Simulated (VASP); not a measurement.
# HfH2 (I4/mmm) in VASP: a series of runs

Aim: see how the results for HfH2 move with the level of theory and the settings. Levels: r2SCAN, LDA, PBEsol. Tasks: relaxation of cell and atoms.

All numbers are computed with VASP 6.6.1; they aren't measurements. Logs are shortened: lines on timing, memory, paths and dates and some standing lists are left out, and cuts for length are marked.

## 1. Starting point

It takes space group I4/mmm (No. 139, tetragonal). The conventional cell has a = 3.478 Å, b = 3.478 Å, c = 4.361 Å, α = 90.00°, β = 90.00°, γ = 90.00°. Hf (site symmetry 4/mmm) has 8 H at 2.05 Å as nearest neighbours. H (site symmetry -4m2) is surrounded by 4 Hf at 2.05 Å and 2 H at 2.18 Å.

## 2. Relaxation of cell and atoms, r2SCAN

File INCAR:

```
SYSTEM = HfH2
  ALGO = Normal
  EDIFF = 1E-6
  EDIFFG = -0.01
  ENCUT = 600
  IBRION = 2
  ISIF = 3
  ISMEAR = 1
  LASPH = .True.
  LCHARG = .False.
  LMIXTAU = .True.
  LREAL = .False.
  LWAVE = .False.
  METAGGA = R2SCAN
  NELM = 80
  NSW = 90
  PREC = Accurate
  SIGMA = 0.1
```

File KPOINTS:

```
k-points
0
Gamma
  16 16 16
  0 0 0
```

File POSCAR:

```
HfH2
1.0
   -1.7390000000      1.7390000000      2.1805000000
    1.7390000000     -1.7390000000      2.1805000000
    1.7390000000      1.7390000000     -2.1805000000
Hf H
1 2
Direct
    0.0000000000      0.0000000000      0.0000000000
    0.7500000000      0.2500000000      0.5000000000
    0.2500000000      0.7500000000      0.5000000000
```

Potentials or basis: VASP PAW PBE potentials, release 64 (Hf_pv, H).

Command:

```
> cat potpaw_PBE.64/Hf_pv/POTCAR potpaw_PBE.64/H/POTCAR > POTCAR
> mpirun -np 1 vasp_std > vasp.out
```

OUTCAR:

```text
SYSTEM = HfH2
   EDIFF = 1E-6
   EDIFFG = -0.01
   ENCUT = 600
   IBRION = 2
   ISIF = 3
   ISMEAR = 1
   LASPH = .True.
   LREAL = .False.
   METAGGA = R2SCAN
   NELM = 80
   NSW = 90
   PREC = Accurate

 ion  position               nearest neighbor table
   1  0.000  0.000  0.000-   2 2.05   3 2.05   2 2.05   3 2.05   2 2.05   3 2.05   2 2.05   3 2.05

   2  0.750  0.250  0.500-   1 2.05   1 2.05   1 2.05   1 2.05
   3  0.250  0.750  0.500-   1 2.05   1 2.05   1 2.05   1 2.05

  LATTYP: Found a body centered tetragonal cell.
 ALAT       =     3.4780000000
 C/A-ratio  =     1.2538815411

  Lattice vectors:

 A1 = (  -1.7390000000,   1.7390000000,   2.1805000000)
 A2 = (   1.7390000000,  -1.7390000000,   2.1805000000)
 A3 = (   1.7390000000,   1.7390000000,  -2.1805000000)

Analysis of symmetry for initial positions (statically):
=====================================================================
 Subroutine PRICEL returns:
 Original cell was already a primitive cell.

 Routine SETGRP: Setting up the symmetry group for a
 body centered tetragonal supercell.

 Subroutine GETGRP returns: Found 16 space group operations
 (whereof 16 operations were pure point group operations)
 out of a pool of 16 trial point group operations.

The static configuration has the point symmetry D_4h.

Analysis of symmetry for dynamics (positions and initial velocities):
=====================================================================
 Subroutine PRICEL returns:
 Original cell was already a primitive cell.

 Routine SETGRP: Setting up the symmetry group for a
 body centered tetragonal supercell.

 Subroutine GETGRP returns: Found 16 space group operations
 (whereof 16 operations were pure point group operations)
 out of a pool of 16 trial point group operations.

The dynamic configuration has the point symmetry D_4h.

 Subroutine INISYM returns: Found 16 space group operations
 (whereof 16 operations are pure point group operations),
 and found     1 'primitive' translations

----------------------------------------------------------------------------------------

                                     Primitive cell

  volume of cell :      26.3764

  direct lattice vectors                    reciprocal lattice vectors
    -1.739000000  1.739000000  2.180500000     0.000000000  0.287521564  0.229305205
     1.739000000 -1.739000000  2.180500000     0.287521564  0.000000000  0.229305205
     1.739000000  1.739000000 -2.180500000     0.287521564  0.287521564  0.000000000

  length of vectors
     3.286764709  3.286764709  3.286764709     0.367762868  0.367762868  0.406616895

  position of ions in fractional coordinates (direct lattice)
     0.000000000  0.000000000  0.000000000
     0.750000000  0.250000000  0.500000000
     0.250000000  0.750000000  0.500000000

  ion indices of the primitive-cell ions
   primitive index   ion index
                 1           1
                 2           2
                 3           3

----------------------------------------------------------------------------------------

 KPOINTS: k-points

Automatic generation of k-mesh.
 Grid dimensions read from file:
 generate k-points for:   16   16   16

 Generating k-lattice:

  Cartesian coordinates                     Fractional coordinates (reciprocal lattice)
     0.000000000  0.017970098  0.014331575     0.062500000  0.000000000  0.000000000
     0.017970098  0.000000000  0.014331575     0.000000000  0.062500000  0.000000000
     0.017970098  0.017970098  0.000000000     0.000000000  0.000000000  0.062500000

  Length of vectors
     0.022985179  0.022985179  0.025413556

  Shift w.r.t. Gamma in fractional coordinates (k-lattice)
     0.000000000  0.000000000  0.000000000

 Subroutine IBZKPT returns following result:
 ===========================================

 Found    349 irreducible k-points:

 Following reciprocal coordinates:
            Coordinates               Weight
  0.000000  0.000000  0.000000      1.000000
  0.062500  0.000000  0.000000      8.000000
  0.125000  0.000000  0.000000      8.000000
  0.187500  0.000000  0.000000      8.000000
  0.250000  0.000000  0.000000      8.000000
  0.312500  0.000000  0.000000      8.000000
[... 16 lines left out ...]
 -0.125000  0.062500  0.000000     16.000000
 -0.062500  0.062500  0.000000      4.000000
 [... further k-points ...]
   k-points           NKPTS =    349   k-points in BZ     NKDIM =    349   number of bands    NBANDS=     10
   number of dos      NEDOS =    301   number of ions     NIONS =      3
   total plane-waves  NPLWV =  21952
   dimension x,y,z NGX =    28 NGY =   28 NGZ =   28
   dimension x,y,z NGXF=    56 NGYF=   56 NGZF=   56
   ions per type =               1   2
   NGX,Y,Z   is equivalent  to a cutoff of  14.16, 14.16, 14.16 a.u.
   NGXF,Y,Z  is equivalent  to a cutoff of  28.33, 28.33, 28.33 a.u.
 SYSTEM =  HfH2
   PREC   = accura    normal or accurate (medium, high low for compatibility)
   ISTART =      0    job   : 0-new  1-cont  2-samecut
   ICHARG =      2    charge: 1-file 2-atom 10-const
   ISPIN  =      1    spin polarized calculation?
   LNONCOLLINEAR =      F non collinear calculations
   LSORBIT =      F    spin-orbit coupling
   LASPH  =      T    aspherical Exc in radial PAW
   ENCUT  =  600.0 eV  44.10 Ry    6.64 a.u.   6.56  6.56  6.56*2*pi/ulx,y,z
   NELM   =     80;   NELMIN=  2; NELMDL= -5     # of ELM steps
   EDIFF  = 0.1E-05   stopping-criterion for ELM
   LREAL  =      F    real-space projection
   EDIFFG = -.1E-01   stopping-criterion for IOM
   NSW    =     90    number of steps for IOM
   IBRION =      2    ionic relax: 0-MD 1-quasi-New 2-CG
   NFREE  =      1    steps in history (QN), initial steepest desc. (CG)
   ISIF   =      3    stress and relaxation
   ISYM   =      2    0-nonsym 1-usesym 2-fastsym
   POTIM  = 0.5000    time-step for ionic-motion
   TEBEG  =    0.0;   TEEND  =   0.0 temperature during run
   PSTRESS=    0.0 pullay stress
   NELECT =      12.0000    total number of electrons
   NUPDOWN=      -1.0000    fix difference up-down
   EMIN   =  10.00;   EMAX   =-10.00  energy-range for DOS
   EFERMI =   0.00;   METHOD = LEGACY
   ISMEAR =     1;   SIGMA  =   0.10  broadening in eV -4-tet -1-fermi 0-gaus
   EFERMI_NEDOS =   21; number of points for ismear=-14 and -15
   IALGO  =     38    algorithm
   IMIX   =      4    mixing-type and parameters
     AMIX     =   0.40;   BMIX     =  1.00
     AMIX_MAG =   1.60;   BMIX_MAG =  1.00
  volume/ion in A,a.u.               =       8.79        59.33
  Fermi-wavevector in a.u.,A,eV,Ry     =   1.259109  2.379372 21.570088  1.585357
  Thomas-Fermi vector in A             =   2.392686
   LORBIT       =      0    0 simple, 1 ext, 2 COOP (PROOUT), +10 PAW based schemes
   METAGGA = R2SCAN    functional components
   LHFCALC =     F    Hartree Fock is set to
   AEXX    =    0.0000 exact exchange contribution
   IVDW    =     0    specifies the selected vdW correction
   LEPSILON=     F    determine dielectric tensor
   LRPA    =     F    only Hartree local field effects (RPA)
 conjugate gradient relaxation of ions
 non-spin polarized calculation
 Methfessel and Paxton  Order N= 1 SIGMA  =   0.10
  energy-cutoff  :      600.00
  volume of cell :       26.38
 maximum number of plane-waves:       894
   NGX = 13   NGY = 13   NGZ = 13

--------------------------------------- Ionic step        1  -------------------------------------------

 number of electron      11.9999999 magnetization

 Free energy of the ion-electron system (eV)
  ---------------------------------------------------
  ext. energy  EPLUGINS =         0.00000000
  ---------------------------------------------------
  free energy    TOTEN  =       -53.68181622 eV

  energy without entropy =      -53.68206228  energy(sigma->0) =      -53.68189824

------------------------ aborting loop because EDIFF is reached ----------------------------------------

  FORCE on cell =-STRESS in cart. coord.  units (eV):
  Direction    XX          YY          ZZ          XY          YZ          ZX
  --------------------------------------------------------------------------------------
  -------------------------------------------------------------------------------------
  Total       -0.6091347     -0.6091347     -0.6798336      0.0000000      0.0000000      0.0000000
  in kB      -37.0005939    -37.0005939    -41.2950445      0.0000000      0.0000000      0.0000000
  external PRESSURE =     -38.4320774 kB  Pullay stress =       0.0000000 kB
[... 170 lines left out ...]
  energy  without entropy=      -53.6902882304  energy(sigma->0) =      -53.69018202

--------------------------------------- Ionic step        6  -------------------------------------------

 number of electron      12.0000000 magnetization

 Free energy of the ion-electron system (eV)
  ---------------------------------------------------
  ext. energy  EPLUGINS =         0.00000000
  ---------------------------------------------------
  free energy    TOTEN  =       -53.69027827 eV

  energy without entropy =      -53.69036085  energy(sigma->0) =      -53.69030580

 E-fermi :   5.6719     XC(G=0): -12.3333

 val. band max:        5.6686904684   @ k =  -0.1875  -0.1875   0.1250
 cond. band min:       5.6798201772   @ k =  -0.1250  -0.1875   0.1250
 fundamental gap:      0.0111297087
 Fermi energy:         5.6719032543

 k-point     1 :       0.0000    0.0000    0.0000
  band No.  band energies     occupation
      1     -26.5917      2.00000
      2     -26.5917      2.00000
      3     -26.5337      2.00000
      4      -6.4842      2.00000
      5       3.8718      2.00000
      6       5.1376      2.00000
      7       5.1376      2.00000
      8       6.1919     -0.00000
      9       7.5709     -0.00000
     10       9.1166      0.00000
[... 287 lines left out ...]
 k-point    24 :      -0.0625    0.0625    0.0000
  band No.  band energies     occupation
      1     -26.6177      2.00000
      2     -26.5957      2.00000
      3     -26.5427      2.00000
      4      -6.3422      2.00000
      5       2.9773      2.00000
      6       5.2588      2.00000
      7       6.1897     -0.00000
      8       6.2538     -0.00000
      9       7.4211     -0.00000
     10       8.9948      0.00000

 [... further k-points ...]
[... 5 lines left out ...]
  --------------------------------------------------------------------------------------
  -------------------------------------------------------------------------------------
  Total        0.0131894      0.0131894      0.0120442      0.0000000      0.0000000      0.0000000
  in kB        0.8227574      0.8227574      0.7513201      0.0000000      0.0000000      0.0000000
  external PRESSURE =       0.7989450 kB  Pullay stress =       0.0000000 kB
[... 18 lines left out ...]
  FREE ENERGIE OF THE ION-ELECTRON SYSTEM (eV)
  ---------------------------------------------------
  free  energy   TOTEN  =       -53.6902782723 eV

  energy  without entropy=      -53.6903608539  energy(sigma->0) =      -53.69030580

 reached required accuracy - stopping structural energy minimisation
```

Wall time 27 min (1 thread of Intel Xeon Platinum 8488C (Sapphire Rapids), shared host); peak memory 0.3 GiB.

What came out:

```yaml
Free_energy: -53.6903 eV
Relaxed_volume: 8.56 Å³/atom
Relaxed_cell: a = 3.255 Å, b = 3.255 Å, c = 3.255 Å, α = 115.86°, β = 115.86°, γ = 97.34°
Space_group_after_relaxing_to_0.05_Å: I4/mmm (No. 139)
Energy_gained_by_relaxing: 2.8 meV/atom
Ionic_steps: 6
Pressure_after_relaxing: 0.1 GPa
Band_gap_on_the_k_mesh: none (metal or under the smearing width)
```

Step by step:
```
step  energy change (eV)  largest force (eV/Å)  pressure (GPa)  volume (Å³)
   1              0.0000                0.0000           -3.84        26.38
   2             -0.0078                0.0000            0.84        25.58
   3             -0.0082                0.0000            0.01        25.71
   4             -0.0082                0.0000            0.11        25.70
   5             -0.0083                0.0000            0.09        25.69
   6             -0.0085                0.0000            0.08        25.68
```

Final structure:
```
Hf H
1.0
    -1.72828    1.72828    2.14969
     1.72828   -1.72828    2.14969
     1.72828    1.72828   -2.14969
Hf H
1 2
Direct
  0.00000 0.00000 0.00000
  0.75000 0.25000 0.50000
  0.25000 0.75000 0.50000
```

Levels at points of the mesh, in eV from the Fermi level:
| k point | band 3 | band 4 | band 5 | band 6 | band 7 | band 8 | band 9 | band 10 |
| --- | --- | --- | --- | --- | --- | --- | --- | --- |
| (0.00, 0.00, 0.00) | -32.21 | -12.16 | -1.80 | -0.53 | -0.53 | 0.52 | 1.90 | 3.44 |
| (0.50, 0.00, 0.00) | -32.26 | -9.10 | -5.89 | -0.95 | 0.72 | 4.04 | 4.51 | 5.09 |
| (0.50, 0.50, 0.00) | -32.37 | -7.28 | -6.48 | -4.51 | 4.18 | 4.41 | 5.57 | 6.77 |
| (0.50, 0.50, 0.50) | -32.56 | -8.42 | -4.93 | -4.12 | 4.78 | 4.92 | 4.92 | 5.75 |

Caveat: the PAW data sets were made with another functional, which shifts forces and pressure a little. The run has no spin-orbit coupling, so splittings on Hf are missing.

## 3. Relaxation of cell and atoms, r2SCAN

This run uses another cell than the first one, of 8.56 Å³/atom, 0.974 times its volume.

INCAR, as its differences from that of step 2:

```diff
@@ -2,4 +2,4 @@
   ALGO = Normal
-  EDIFF = 1E-6
-  EDIFFG = -0.01
+  EDIFF = 1E-7
+  EDIFFG = -0.005
   ENCUT = 600
```

KPOINTS is that of step 2.

File POSCAR:

```
HfH2                                    
1.0
   -1.7282784293      1.7282784293      2.1496911038
    1.7282784293     -1.7282784293      2.1496911038
    1.7282784293      1.7282784293     -2.1496911038
  Hf              H             
     1     2
Direct
     0.0000000000000000    0.0000000000000000    1.0000000000000000
     0.7500000000000000    0.2500000000000000    0.5000000000000000
     0.2500000000000000    0.7500000000000000    0.5000000000000000
```

Potentials or basis: VASP PAW PBE potentials, release 64 (Hf_pv, H).

Command:

```
> cat potpaw_PBE.64/Hf_pv/POTCAR potpaw_PBE.64/H/POTCAR > POTCAR
> mpirun -np 1 vasp_std > vasp.out
```

Run time: 8.7 min. Hardware: 1 thread of Intel Xeon Platinum 8488C (Sapphire Rapids), shared host; peak memory 0.28 GiB.

It converged, with:

* Free energy: -53.6900 eV
* Pressure after relaxing: 0.1 GPa
* Band gap on the k mesh: none (metal or under the smearing width)

Final structure:
```
Hf H
1.0
    -1.72828    1.72828    2.14969
     1.72828   -1.72828    2.14969
     1.72828    1.72828   -2.14969
Hf H
1 2
Direct
  0.00000 0.00000 0.00000
  0.75000 0.25000 0.50000
  0.25000 0.75000 0.50000
```

Levels at points of the mesh, in eV from the Fermi level:
| k point | band 3 | band 4 | band 5 | band 6 | band 7 | band 8 | band 9 | band 10 |
| --- | --- | --- | --- | --- | --- | --- | --- | --- |
| (0.00, 0.00, 0.00) | -32.21 | -12.16 | -1.80 | -0.53 | -0.53 | 0.52 | 1.90 | 3.44 |
| (0.50, 0.00, 0.00) | -32.26 | -9.10 | -5.89 | -0.95 | 0.72 | 4.04 | 4.51 | 5.09 |
| (0.50, 0.50, 0.00) | -32.37 | -7.28 | -6.48 | -4.51 | 4.18 | 4.41 | 5.57 | 6.77 |
| (0.50, 0.50, 0.50) | -32.56 | -8.42 | -4.93 | -4.12 | 4.78 | 4.92 | 4.92 | 5.75 |

Caveat: the relaxation stopped at its first step, so nothing moved; the PAW data sets were made with another functional, which shifts forces and pressure a little.

(Continued in part 2 of 2.)
